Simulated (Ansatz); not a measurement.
# GaN: the cost of one run

Computed with Ansatz 0.2.0 (DFT PBE, scalar-relativistic, plane waves, PAW, unless a step's input says otherwise).

3 further runs of the same task are left out: 3 set aside as unsound or not needed.

## 1. The starting structure

Symmetry: F-43m, No. 216, cubic system. Conventional cell: a = 4.548 Å, b = 4.548 Å, c = 4.548 Å, α = 90.00°, β = 90.00°, γ = 90.00°. Around Ga (site symmetry -43m) lie 4 N at 1.97 Å. N (site symmetry -43m) has 4 Ga at 1.97 Å as nearest neighbours.

Coordinates:

```cif
data_structure
_symmetry_space_group_name_H-M 'P 1'
_symmetry_Int_Tables_number 1
_cell_length_a 3.2163
_cell_length_b 3.2163
_cell_length_c 3.2163
_cell_angle_alpha 60.000
_cell_angle_beta 60.000
_cell_angle_gamma 60.000
_cell_volume 23.53
loop_
_atom_site_label
_atom_site_type_symbol
_atom_site_fract_x
_atom_site_fract_y
_atom_site_fract_z
_atom_site_occupancy
Ga1 Ga 0.00000 0.00000 0.00000 1
N1 N 0.75000 0.75000 0.75000 1
```

It goes back to an entry of the Materials Project.

This cell was relaxed beforehand with the same method: volume 11.76 Å³/atom, gap on the mesh 1.54 eV.

The host's static dielectric tensor, from an earlier linear-response run, has a mean of 11.00.

## 2. Reference: the perfect crystal in the supercell

File input.yaml:

```yaml
crystal:
  lattice:
    - [0.0, 6.8227154765, -6.8227154765]
    - [6.8227154765, 6.8227154765, 0.0]
    - [6.8227154765, 0.0, -6.8227154765]
  atoms:
    - { symbol: Ga, position: [0.3333333333, 0.6666666667, 0.6666666667] }
    - { symbol: Ga, position: [0.3333333333, 1.0, 0.6666666667] }
    - { symbol: Ga, position: [0.3333333333, 0.3333333333, 0.6666666667] }
    - { symbol: Ga, position: [0.0, 0.6666666667, 0.6666666667] }
    - { symbol: Ga, position: [0.0, 0.0, 0.6666666667] }
    - { symbol: Ga, position: [0.0, 0.3333333333, 0.6666666667] }
    - { symbol: Ga, position: [0.6666666667, 0.6666666667, 0.6666666667] }
    - { symbol: Ga, position: [0.6666666667, 0.0, 0.6666666667] }
    - { symbol: Ga, position: [0.6666666667, 0.3333333333, 0.6666666667] }
    - { symbol: Ga, position: [0.3333333333, 0.6666666667, 0.3333333333] }
    - { symbol: Ga, position: [0.3333333333, 0.0, 0.3333333333] }
    - { symbol: Ga, position: [0.3333333333, 0.3333333333, 0.3333333333] }
    - { symbol: Ga, position: [0.0, 0.6666666667, 0.3333333333] }
    - { symbol: Ga, position: [0.0, 0.0, 0.3333333333] }
    - { symbol: Ga, position: [0.0, 0.3333333333, 0.3333333333] }
    - { symbol: Ga, position: [0.6666666667, 0.6666666667, 0.3333333333] }
    - { symbol: Ga, position: [0.6666666667, 0.0, 0.3333333333] }
    - { symbol: Ga, position: [0.6666666667, 0.3333333333, 0.3333333333] }
    - { symbol: Ga, position: [0.3333333333, 0.6666666667, 1.0] }
    - { symbol: Ga, position: [0.3333333333, 0.0, 1.0] }
    - { symbol: Ga, position: [0.3333333333, 0.3333333333, 1.0] }
    - { symbol: Ga, position: [0.0, 0.6666666667, 1.0] }
    - { symbol: Ga, position: [0.0, 0.0, 1.0] }
    - { symbol: Ga, position: [0.0, 0.3333333333, 1.0] }
    - { symbol: Ga, position: [0.6666666667, 0.6666666667, 1.0] }
    - { symbol: Ga, position: [0.6666666667, 0.0, 1.0] }
    - { symbol: Ga, position: [0.6666666667, 0.3333333333, 1.0] }
    - { symbol: "N", position: [0.4166666667, 0.75, 0.4166666667] }
    - { symbol: "N", position: [0.4166666667, 0.0833333333, 0.4166666667] }
    - { symbol: "N", position: [0.4166666667, 0.4166666667, 0.4166666667] }
    - { symbol: "N", position: [0.0833333333, 0.75, 0.4166666667] }
    - { symbol: "N", position: [0.0833333333, 0.0833333333, 0.4166666667] }
    - { symbol: "N", position: [0.0833333333, 0.4166666667, 0.4166666667] }
    - { symbol: "N", position: [0.75, 0.75, 0.4166666667] }
    - { symbol: "N", position: [0.75, 0.0833333333, 0.4166666667] }
    - { symbol: "N", position: [0.75, 0.4166666667, 0.4166666667] }
    - { symbol: "N", position: [0.4166666667, 0.75, 0.0833333333] }
    - { symbol: "N", position: [0.4166666667, 0.0833333333, 0.0833333333] }
    - { symbol: "N", position: [0.4166666667, 0.4166666667, 0.0833333333] }
    - { symbol: "N", position: [0.0833333333, 0.75, 0.0833333333] }
    - { symbol: "N", position: [0.0833333333, 0.0833333333, 0.0833333333] }
    - { symbol: "N", position: [0.0833333333, 0.4166666667, 0.0833333333] }
    - { symbol: "N", position: [0.75, 0.75, 0.0833333333] }
    - { symbol: "N", position: [0.75, 0.0833333333, 0.0833333333] }
    - { symbol: "N", position: [0.75, 0.4166666667, 0.0833333333] }
    - { symbol: "N", position: [0.4166666667, 0.75, 0.75] }
    - { symbol: "N", position: [0.4166666667, 0.0833333333, 0.75] }
    - { symbol: "N", position: [0.4166666667, 0.4166666667, 0.75] }
    - { symbol: "N", position: [0.0833333333, 0.75, 0.75] }
    - { symbol: "N", position: [0.0833333333, 0.0833333333, 0.75] }
    - { symbol: "N", position: [0.0833333333, 0.4166666667, 0.75] }
    - { symbol: "N", position: [0.75, 0.75, 0.75] }
    - { symbol: "N", position: [0.75, 0.0833333333, 0.75] }
    - { symbol: "N", position: [0.75, 0.4166666667, 0.75] }
basis:
  ecutwfc: 420
  xc_grid: 2
kpoints:
  mp_grid: { grid: [1, 1, 1], shift: [0.0, 0.0, 0.0] }
hamiltonian:
  xc: pbe
scf:
  occupations: { method: gaussian, width: 0.01 }
output:
  forces: true
  stress: true
  eigenvalues: true
```

Run with:

```bash
$ ansatz run input.yaml --threads 4 --pin off --max-ram 8192MiB --backend cpu --events-out ev --progress --plain --runs-dir out
```

Q: Estimate wall time and peak memory on 4 threads of Arm Neoverse V2, shared host.

About 4 s, with a peak of 0.91 GiB.
